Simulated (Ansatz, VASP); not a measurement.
**One calculation of AlN, two programs**

Contents of INCAR:

```
ALGO = Normal
EDIFF = 1E-7
ENCUT = 520
GGA = PS
ISIF = 2
ISMEAR = -1
LASPH = T
LCHARG = F
LREAL = F
LWAVE = F
NBANDS = 11
NELM = 100
PREC = Accurate
SIGMA = 0.05
```

File KPOINTS:

```
k-points
0
Gamma
  10 10 10
```

Contents of POSCAR:

```
AlN
1.0
    0.0000000000      2.2127336128      2.2127336128
    2.2127336128      0.0000000000      2.2127336128
    2.2127336128      2.2127336128      0.0000000000
Al N
1 1
Direct
    0.0000000000      0.0000000000      0.0000000000
    0.2500000000      0.2500000000      0.2500000000
```

input.yaml

```yaml
crystal:
  lattice:
    - [0.0, 2.2127336128, 2.2127336128]
    - [2.2127336128, 0.0, 2.2127336128]
    - [2.2127336128, 2.2127336128, 0.0]
  atoms:
    - { symbol: Al, position: [0.0, 0.0, 0.0] }
    - { symbol: "N", position: [0.25, 0.25, 0.25] }
hamiltonian:
  xc: pbesol
  pseudopotentials: { kind: paw }
kpoints:
  mp_grid: { grid: [10, 10, 10] }
scf:
  occupations: { method: fermi_dirac, width: 0.05 }
output:
  forces: true
  stress: true
  eigenvalues: true
  write_density: true
  write_potential: true
  elf: true
  volumetric_format: npy
```

Change from the starting cell: volume scaled by 1.04.

Alike in both runs: task single point; functional PBEsol; k mesh 10 × 10 × 10; occupations fermi-dirac, width 0.05 eV; no spin polarisation.

|  | VASP | Ansatz |
| --- | --- | --- |
| version | VASP 6.6.1 | Ansatz 0.2.0 |
| potentials or method | VASP PAW PBE potentials, release 64 (Al, N) | Ansatz PAW |
| plane-wave cutoff (eV) | 520 | 420 |
| valence electrons in the cell | 8 | 8 |

VASP gave:

* gap on the k mesh at the Fermi level (eV): 3.17
* least direct gap on the mesh (eV): 3.79
* pressure (GPa): -6.2

Which values does Ansatz return?

gap on the k mesh at the Fermi level (eV): 3.18; least direct gap on the mesh (eV): 3.78; pressure (GPa): -6.1.

Caveats: the PAW data sets were made with another functional, which shifts forces and pressure a little (VASP); the pressure holds a Pulay correction of +0.5 GPa for the finite cutoff (Ansatz); the PAW data sets come from PBE, with cores solved anew for the run's functional, which leaves a small shift of forces and pressure (Ansatz). A k mesh can miss the band edges.
